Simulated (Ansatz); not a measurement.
The system is TiSe.

```xyz
4
Lattice="4.1784 0.0000 0.0000 0.0000 4.1784 0.0000 0.0000 0.0000 5.9844" Properties=species:S:1:pos:R:3 pbc="T T T"
Se    0.0000    2.0892    4.5515
Se    2.0892    0.0000    1.4329
Ti    0.0000    0.0000    0.0000
Ti    2.0892    2.0892    0.0000
```

The cell comes from a database or a generator and needn't be the stable form of this composition.

| Property | Result |
| --- | --- |
| Program | Ansatz 0.2.0 |
| Task | relaxation of cell and atoms |
| Functional | r2SCAN |
| Potentials or basis | Ansatz PAW |
| Cutoff | 500 eV (not typed: the program's choice for these potentials) |
| k mesh | 7 × 7 × 5 |
| Occupations | fermi-dirac, width 0.05 eV |
| Spin | no spin polarisation |
| Hubbard terms | Ti d U = 3 eV |

At the start: volume 26.12 Å³/atom.

Problem. How do energy, volume and symmetry change on relaxing?

Solution. It ends after 6 steps and the volume is 25.71 Å³/atom (-1.6 %); space group P4/nmm (No. 129, to 0.05 Å).

Step by step:
| step | energy change (eV) | largest force (eV/Å) | volume (Å³) |
| --- | --- | --- | --- |
| 1 | 0.0000 | 0.4938 | 104.48 |
| 2 | -0.0278 | 0.0751 | 103.82 |
| 3 | -0.0289 | 0.0059 | 104.00 |
| 4 | -0.0293 | 0.0074 | 103.47 |
| 5 | -0.0296 | 0.0062 | 102.83 |
| 6 | -0.0292 | 0.0061 | 102.83 |

Final structure:
```cif
data_structure
_symmetry_space_group_name_H-M 'P 1'
_symmetry_Int_Tables_number 1
_cell_length_a 4.1966
_cell_length_b 4.1966
_cell_length_c 5.8386
_cell_angle_alpha 90.000
_cell_angle_beta 90.000
_cell_angle_gamma 90.000
_cell_volume 102.83
loop_
_atom_site_label
_atom_site_type_symbol
_atom_site_fract_x
_atom_site_fract_y
_atom_site_fract_z
_atom_site_occupancy
Se1 Se 0.00000 0.50000 0.74746 1
Se2 Se 0.50000 0.00000 0.25254 1
Ti1 Ti 0.00000 0.00000 0.00000 1
Ti2 Ti 0.50000 0.50000 0.00000 1
```

Caveat: the plane-wave basis is chosen anew once the cell has moved, so the energies of steps on either side of that aren't comparable; U without spin polarisation on a metal has little footing; the PAW data sets come from PBE, with cores solved anew for the run's functional, which leaves a small shift of forces and pressure.
